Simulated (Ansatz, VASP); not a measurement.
One calculation of Rh, two programs

Contents of INCAR:

```
  ALGO = Normal
  EDIFF = 1E-6
  ENCUT = 520
  GGA = PE
  ISIF = 2
  ISMEAR = 0
  LASPH = True
  LCHARG = False
  LREAL = False
  LWAVE = False
  NBANDS = 14
  NELM = 80
  PREC = Accurate
  SIGMA = 0.1
```

File KPOINTS:

```
k-points
0
Gamma
  18 18 18
```

File POSCAR:

```
Rh
1.0
    0.0000000000      1.9525473684      1.9525473684
    1.9525473684      0.0000000000      1.9525473684
    1.9525473684      1.9525473684      0.0000000000
Rh
1
Direct
    0.0000000000      0.0000000000      0.0000000000
```

Input for Ansatz:

```yaml
crystal:
  lattice:
    - [0.0, 1.9525473688, 1.9525473688]
    - [1.9525473688, 0.0, 1.9525473688]
    - [1.9525473688, 1.9525473688, 0.0]
  atoms:
    - { symbol: Rh, position: [0.0, 0.0, 0.0] }
basis:
  ecutwfc: 420
kpoints:
  mp_grid: { grid: [18, 18, 18] }
hamiltonian:
  xc: pbe
scf:
  occupations: { method: gaussian, width: 0.1 }
output:
  forces: true
  stress: true
  eigenvalues: true
  write_density: true
  write_potential: true
  elf: true
  volumetric_format: npy
```

Alike in both runs: task single point; functional PBE; k mesh 18 × 18 × 18; occupations gaussian, width 0.1 eV; no spin polarisation.

```csv
,VASP,Ansatz
version,VASP 6.6.1,Ansatz 0.2.0
potentials or method,"VASP PAW PBE potentials, release 64 (Rh_pv)","scalar-relativistic, plane waves, PAW"
plane-wave cutoff (eV),520,420
valence electrons in the cell,15,17
```

|  | VASP | Ansatz | Ansatz less VASP |
| --- | --- | --- | --- |
| gap on the k mesh at the Fermi level (eV) | none | none | - |
| pressure (GPa) | -12.8 | -12.9 | -0.04 |

A gap of «none» marks a metal or a gap that the smearing closes. The two sets of potentials don't hold the same shells in valence.
